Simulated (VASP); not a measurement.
# Local probes of BaThO3

Aim: the field gradients that the nuclei of BaThO3 feel, by functional. The cell has space group Pm-3m. The start is a cell from a database of measured crystal structures.

Calculated with VASP 6.6.1; LDA; plane waves and PAW (Th, Ba_sv_GW, O), in the first sound run; inputs show where later runs differ.

The database entry behind the starting cell is an old determination (1934), so it need not match the best structure at ambient conditions.

## Step 1: Starting point

Symmetry: Pm-3m, No. 221, cubic system. Conventional cell: a = 4.480 Å, b = 4.480 Å, c = 4.480 Å, α = 90.00°, β = 90.00°, γ = 90.00°. Nearest to Th lie 6 O at 2.24 Å. Ba has 12 O at 3.17 Å nearest. Nearest to O lie 2 Th at 2.24 Å and 4 Ba at 3.17 Å. Farther neighbours and most contacts between anions are not listed.

## Step 2: Local probes at LDA

Field gradients probe the charge near the nuclei, so LASPH is on and the cutoff is at least 1.4 times the default of the data sets; this run is at LDA.

INCAR reads:

```
SYSTEM = BaThO3
PREC = Accurate
ENCUT = 560
EDIFF = 1E-07
NELM = 100
ISMEAR = -1
SIGMA = 0.05
LREAL = .FALSE.
ALGO = Normal
GGA = CA
NBANDS = 26
LASPH = .TRUE.
LORBIT = 11
LWAVE = .FALSE.
LCHARG = .FALSE.
KPAR = 4
LEFG = .TRUE.
ICORELEVEL = 1
```

POSCAR reads:

```
BaThO3
1.0
    4.4800000000      0.0000000000      0.0000000000
    0.0000000000      4.4800000000      0.0000000000
    0.0000000000      0.0000000000      4.4800000000
Th Ba O
1 1 3
Direct
    0.5000000000      0.5000000000      0.5000000000
    0.0000000000      0.0000000000      0.0000000000
    0.5000000000      0.0000000000      0.5000000000
    0.0000000000      0.5000000000      0.5000000000
    0.5000000000      0.5000000000      0.0000000000
```

KPOINTS reads:

```
Automatic mesh
0
Gamma
6 6 6
0 0 0
```

PAW data sets: Th, Ba_sv_GW and O (PBE family, release 64).

The run is started by

```console
$ mpirun -np 4 vasp_std
```

What it wrote:

```text
[banner, memory and clock lines left out]
running    4 mpi-ranks, on    1 nodes
 distrk:  each k-point on    1 cores,    4 groups
 distr:  one band on    1 cores,    1 groups

 POSCAR found type information on POSCAR ThBaO
 POSCAR found :  3 types and       5 ions
|                                                                             |
|               ----> ADVICE to this user running VASP <----                  |
|                                                                             |
|     You enforced a specific xc type in the INCAR file but a different       |
|     [... a line on the potential file left out ...]
|     I HOPE YOU KNOW WHAT YOU ARE DOING!                                     |
|                                                                             |

 LDA part: xc-table for (Slater(with rela. corr.)+CA(PZ))
 , standard interpolation
 POSCAR, INCAR and KPOINTS ok, starting setup
 FFT: planning ... GRIDC
 FFT: planning ... GRID_SOFT
 FFT: planning ... GRID
 WAVECAR not read
 entering main loop
       N       E                     dE             d eps       ncg     rms          rms(c)
DAV:   1     0.544569852585E+03    0.54457E+03   -0.18298E+04  1040   0.162E+03
DAV:   2     0.775261324767E+02   -0.46704E+03   -0.45572E+03  1328   0.487E+02
DAV:   3    -0.469647731707E+02   -0.12449E+03   -0.12118E+03  1842   0.228E+02
DAV:   4    -0.537675403767E+02   -0.68028E+01   -0.67864E+01  1776   0.606E+01
DAV:   5    -0.540280289534E+02   -0.26049E+00   -0.26024E+00  1796   0.945E+00    0.554E+01
DAV:   6    -0.460747655064E+02    0.79533E+01   -0.51203E+01  1228   0.391E+01    0.486E+01
DAV:   7    -0.459174928398E+02    0.15727E+00   -0.72691E+00  1808   0.248E+01    0.307E+01
DAV:   8    -0.458305070041E+02    0.86986E-01   -0.17868E+00  1434   0.840E+00    0.805E+00
DAV:   9    -0.457501579905E+02    0.80349E-01   -0.67583E-01  1646   0.605E+00    0.658E-01
DAV:  10    -0.457523175644E+02   -0.21596E-02   -0.35560E-02  1576   0.121E+00    0.929E-01
DAV:  11    -0.457510439672E+02    0.12736E-02   -0.43846E-03  1680   0.564E-01    0.239E-01
DAV:  12    -0.457509731901E+02    0.70777E-04   -0.15737E-03  1656   0.228E-01    0.130E-01
DAV:  13    -0.457509624577E+02    0.10732E-04   -0.11670E-04  1652   0.880E-02    0.916E-02
DAV:  14    -0.457509627274E+02   -0.26969E-06   -0.10758E-05  1548   0.234E-02    0.323E-02
DAV:  15    -0.457509613741E+02    0.13533E-05   -0.43547E-06  1792   0.140E-02    0.995E-03
DAV:  16    -0.457509612626E+02    0.11149E-06   -0.23209E-06  1536   0.791E-03    0.401E-03
DAV:  17    -0.457509612402E+02    0.22363E-07   -0.25881E-07  1072   0.418E-03
ion   1
     0.0000000     0.0000000    -0.0000000     0.0000000     0.0000000     0.0000000
     0.0000714     0.0000000    -0.0000000     0.0000000     0.0000000     0.0000000
     0.0000984     0.0000000    -0.0000000     0.0000000     0.0000000     0.0000000
     0.0001354     0.0000000    -0.0000000     0.0000000     0.0000000     0.0000000
     0.0001865     0.0000000    -0.0000000     0.0000000     0.0000000     0.0000000

     0.0000000    -0.0000000    -0.0000000     0.0000000    -0.0000000    -0.0000000
     0.0000714    -0.0000000    -0.0000000     0.0000000    -0.0000000    -0.0000000
     0.0000984    -0.0000000    -0.0000000     0.0000000    -0.0000000    -0.0000000
     0.0001354    -0.0000000    -0.0000000     0.0000000    -0.0000000    -0.0000000
     0.0001865    -0.0000000    -0.0000000     0.0000000    -0.0000000    -0.0000000

ion   2
     0.0000000     0.0000000    -0.0000000     0.0000000    -0.0000000    -0.0000000
     0.0000600     0.0000000    -0.0000000     0.0000000    -0.0000000    -0.0000000
     0.0000826     0.0000000    -0.0000000     0.0000000    -0.0000000    -0.0000000
     0.0001137     0.0000000    -0.0000000     0.0000000    -0.0000000    -0.0000000
     0.0001566     0.0000000    -0.0000000     0.0000000    -0.0000000    -0.0000000

     0.0000000    -0.0000000    -0.0000000     0.0000000    -0.0000000    -0.0000000
     0.0000600    -0.0000000    -0.0000000     0.0000000    -0.0000000    -0.0000000
     0.0000826    -0.0000000    -0.0000000     0.0000000    -0.0000000    -0.0000000
     0.0001137    -0.0000000    -0.0000000     0.0000000    -0.0000000    -0.0000000
     0.0001566    -0.0000000    -0.0000000     0.0000000    -0.0000000    -0.0000000

ion   3
     0.0000000     0.0000000    -0.0000000    -9.6761597    -0.0000000   -16.7596002
     0.0000293     0.0000000    -0.0000000    -9.6761596    -0.0000000   -16.7596000
     0.0000403     0.0000000    -0.0000000    -9.6761595    -0.0000000   -16.7595999
     0.0000555     0.0000000    -0.0000000    -9.6761594    -0.0000000   -16.7595997
     0.0000765     0.0000000    -0.0000000    -9.6761592    -0.0000000   -16.7595994

     0.0000000     0.0000000    -0.0000000   -26.5109447    -0.0000000   -45.9183031
     0.0000293     0.0000000    -0.0000000   -26.5109383    -0.0000000   -45.9182921
     0.0000403     0.0000000    -0.0000000   -26.5109340    -0.0000000   -45.9182847
     0.0000555     0.0000000    -0.0000000   -26.5109267    -0.0000000   -45.9182721
     0.0000765     0.0000000    -0.0000000   -26.5109145    -0.0000000   -45.9182509

ion   4
     0.0000000     0.0000000    -0.0000000    -9.6761597    -0.0000000    16.7596002
     0.0000293     0.0000000    -0.0000000    -9.6761596    -0.0000000    16.7596000
     0.0000403     0.0000000    -0.0000000    -9.6761595    -0.0000000    16.7595999
     0.0000555     0.0000000    -0.0000000    -9.6761594    -0.0000000    16.7595997
     0.0000765     0.0000000    -0.0000000    -9.6761592    -0.0000000    16.7595994

     0.0000000     0.0000000    -0.0000000   -26.5109447    -0.0000000    45.9183031
     0.0000293     0.0000000    -0.0000000   -26.5109383    -0.0000000    45.9182921
     0.0000403     0.0000000    -0.0000000   -26.5109340    -0.0000000    45.9182847
     0.0000555     0.0000000    -0.0000000   -26.5109267    -0.0000000    45.9182721
     0.0000765     0.0000000    -0.0000000   -26.5109145    -0.0000000    45.9182509

ion   5
     0.0000000    -0.0000000     0.0000000    19.3523193     0.0000000    -0.0000000
     0.0000293    -0.0000000     0.0000000    19.3523192     0.0000000    -0.0000000
     0.0000403    -0.0000000     0.0000000    19.3523191     0.0000000    -0.0000000
     0.0000555    -0.0000000     0.0000000    19.3523189     0.0000000    -0.0000000
     0.0000765    -0.0000000     0.0000000    19.3523184     0.0000000    -0.0000000

     0.0000000    -0.0000000     0.0000000    53.0218894     0.0000000    -0.0000000
     0.0000293    -0.0000000     0.0000000    53.0218766     0.0000000    -0.0000000
     0.0000403    -0.0000000     0.0000000    53.0218680     0.0000000    -0.0000000
     0.0000555    -0.0000000     0.0000000    53.0218535     0.0000000    -0.0000000
     0.0000765    -0.0000000     0.0000000    53.0218290     0.0000000    -0.0000000

   1 F= -.45750961E+02 E0= -.45750961E+02  d E =-.218727E-10
```

Run time: 11 s. Hardware: 4 MPI ranks of Intel Xeon 6975P-C (Granite Rapids), shared host; peak memory 0.9 GiB; 43 s of CPU time.

The logs omit lines about the potential files and the build; timing stands in the text.

Parts of OUTCAR (step 2):

```text
ion  position               nearest neighbor table
   1  0.500  0.500  0.500-   3 2.24   4 2.24   5 2.24   5 2.24   3 2.24   4 2.24
   2  0.000  0.000  0.000-
   3  0.500  0.000  0.500-   1 2.24   1 2.24
   4  0.000  0.500  0.500-   1 2.24   1 2.24
   5  0.500  0.500  0.000-   1 2.24   1 2.24

  LATTYP: Found a simple cubic cell.
 ALAT       =     4.4800000000

 Subroutine GETGRP returns: Found 48 space group operations
 (whereof 48 operations were pure point group operations)

The static configuration has the point symmetry O_h .

 Found     20 irreducible k-points:

   k-points           NKPTS =     20   k-points in BZ     NKDIM =     20   number of bands    NBANDS=     26

   dimension x,y,z NGX =    36 NGY =   36 NGZ =   36
   dimension x,y,z NGXF=    72 NGYF=   72 NGZF=   72

   ENCUT  =  560.0 eV  41.16 Ry    6.42 a.u.   8.64  8.64  8.64*2*pi/ulx,y,z

   NELECT =      40.0000    total number of electrons

 k-points in reciprocal lattice and weights: Automatic mesh
   0.00000000  0.00000000  0.00000000       0.005
   0.16666667  0.00000000  0.00000000       0.028
   0.33333333  0.00000000  0.00000000       0.028
   0.50000000  0.00000000  0.00000000       0.014
   0.16666667  0.16666667  0.00000000       0.056
   0.33333333  0.16666667  0.00000000       0.111
   0.50000000  0.16666667  0.00000000       0.056
   0.33333333  0.33333333  0.00000000       0.056
   0.50000000  0.33333333  0.00000000       0.056
[...]
0.50000000  0.50000000  0.33333333       0.028
   0.50000000  0.50000000  0.50000000       0.005

 the core state eigenenergies are
   1-  1s-109979.3555  2s -20377.1741  2p -17038.7700  3s  -5095.7412  3p  -4164.3243
       3d  -3332.0488  4s  -1269.7816  4p   -965.4243  4d   -650.7694  4f   -313.8725
       5s   -267.4581  5p   -174.8113  5d    -75.3151
   2-  1s -37238.4149  2s  -5875.8841  2p  -5267.0942  3s  -1231.3593  3p  -1036.2934
       3d   -753.2540  4s   -232.4239  4p   -169.5244  4d    -78.2512
   3-  1s   -499.8285
   4-  1s   -499.8285
   5-  1s   -499.8285

 E-fermi :   5.7246

 k-point     1 :       0.0000    0.0000    0.0000
  band No.  band energies     occupation
    ...
     16       2.4530      2.00000
     17       2.4530      2.00000
     18       4.6177      2.00000
     19       4.6177      2.00000
     20       4.6177      2.00000
     21       7.4660      0.00000
     22       7.4660      0.00000
     23       7.6119      0.00000
     24       7.9480      0.00000
     25       7.9480      0.00000
    ...

 k-point     2 :       0.1667    0.0000    0.0000
  band No.  band energies     occupation
    ...
     16       2.3786      2.00000
     17       2.3786      2.00000
     18       3.8748      2.00000
     19       4.5524      2.00000
     20       4.5524      2.00000
     21       7.7966      0.00000
     22       7.8131      0.00000
     23       8.0748      0.00000
     24       8.1800      0.00000
     25       8.3853      0.00000
    ...

 k-point     3 :       0.3333    0.0000    0.0000
  band No.  band energies     occupation
    ...
     16       2.2049      2.00000
     17       2.2049      2.00000
     18       2.5280      2.00000
     19       4.4436      2.00000
     20       4.4436      2.00000
     21       8.4349      0.00000
     22       8.4977      0.00000
     23       8.5404      0.00000
     24       9.3967      0.00000
     25       9.3980      0.00000
    ...

  Total        1.8201727      1.8201727      1.8201727      0.0000000     -0.0000000     -0.0000000
  in kB       32.4331513     32.4331513     32.4331513      0.0000000     -0.0000000     -0.0000000
  external PRESSURE =      32.4331513 kB  Pullay stress =       0.0000000 kB

  energy-cutoff  :      560.00
  volume of cell :       89.92
      direct lattice vectors                 reciprocal lattice vectors
     4.480000000  0.000000000  0.000000000     0.223214286  0.000000000  0.000000000
     0.000000000  4.480000000  0.000000000     0.000000000  0.223214286  0.000000000
     0.000000000  0.000000000  4.480000000     0.000000000  0.000000000  0.223214286

 POSITION                                       TOTAL-FORCE (eV/Angst)
 -----------------------------------------------------------------------------------
      2.24000      2.24000      2.24000         0.000000      0.000000      0.000000
      0.00000      0.00000      0.00000         0.000000      0.000000      0.000000
      2.24000      0.00000      2.24000         0.000000      0.000000      0.000000
      0.00000      2.24000      2.24000         0.000000      0.000000      0.000000
      2.24000      2.24000      0.00000         0.000000      0.000000      0.000000
 -----------------------------------------------------------------------------------
    total drift:                                0.000000      0.000000      0.000000

  FREE ENERGIE OF THE ION-ELECTRON SYSTEM (eV)
  ---------------------------------------------------
  free  energy   TOTEN  =       -45.7509612402 eV

  energy  without entropy=      -45.7509612402  energy(sigma->0) =      -45.75096124

 Electric field gradients after diagonalization (V/A^2)
 (convention: |V_zz| > |V_xx| > |V_yy|)
----------------------------------------------------------------------
 ion       V_xx      V_yy      V_zz     asymmetry (V_yy - V_xx)/ V_zz
----------------------------------------------------------------------
   1       0.000     0.000     0.000      -0.147
   2      -0.000     0.000     0.000       0.423
   3      30.003    30.003   -60.006       0.000
   4      30.003    30.003   -60.006       0.000
   5      30.003    30.003   -60.006       0.000
----------------------------------------------------------------------

 total charge
# of ion       s       p       d       f       tot
--------------------------------------------------
    1        2.152   5.981   1.084   0.804  10.022
    2        1.878   4.497   0.082   0.013   6.469
    3        1.559   3.440   0.000   0.000   4.998
    4        1.559   3.440   0.000   0.000   4.998
    5        1.559   3.440   0.000   0.000   4.998
--------------------------------------------------
tot          8.706  20.797   1.166   0.817  31.486

[... 3 further parts left out ...]
```

These are scalar-relativistic Kohn-Sham levels of the ground state, with no core hole, so they are not binding energies. The PAW data sets were made with PBE, a small mismatch for LDA.

This step gave:

| Quantity | Value |
| --- | --- |
| free energy (TOTEN) | -45.75 eV |
| Fermi energy | 5.725 eV |
| pressure | 3.243 GPa |

The two shallowest core shells; atoms whose shallowest level rounds to another's at 0.01 eV are left out. Core levels, by row:

```
atom  shell  level below the valence-band top (eV)
 Th1     5p                                  179.4
 Th1     5d                                  79.93
 Ba2     4p                                  174.1
 Ba2     4d                                  82.87
  O3     1s                                  504.4
```

Ordered as |Vzz| ≥ |Vxx| ≥ |Vyy|, the program's way. Electric field gradients, by row:

```
atom  Vxx (V/Å²)  Vyy (V/Å²)  Vzz (V/Å²)  asymmetry
 Th1           0           0           0          -
 Ba2           0           0           0          -
  O3          30          30      -60.01          0
  O4          30          30      -60.01          0
  O5          30          30      -60.01          0
```

The largest gradient is -60.01 V/Å², at O3.

[end of part 1 of 2]

[Lines on the potential files, build, host, timing and source positions are cut from VASP's logs without a mark.]

[Logs are printed without paths, hosts, clocks, repeated set-up lines and the standing remarks that a program may print on its own settings, such as how far it seeks lower states.]

[Hosts, paths, dates, database ids (printed as entryN), source tags and the programs' standing remarks are cut or masked in the printed files.]
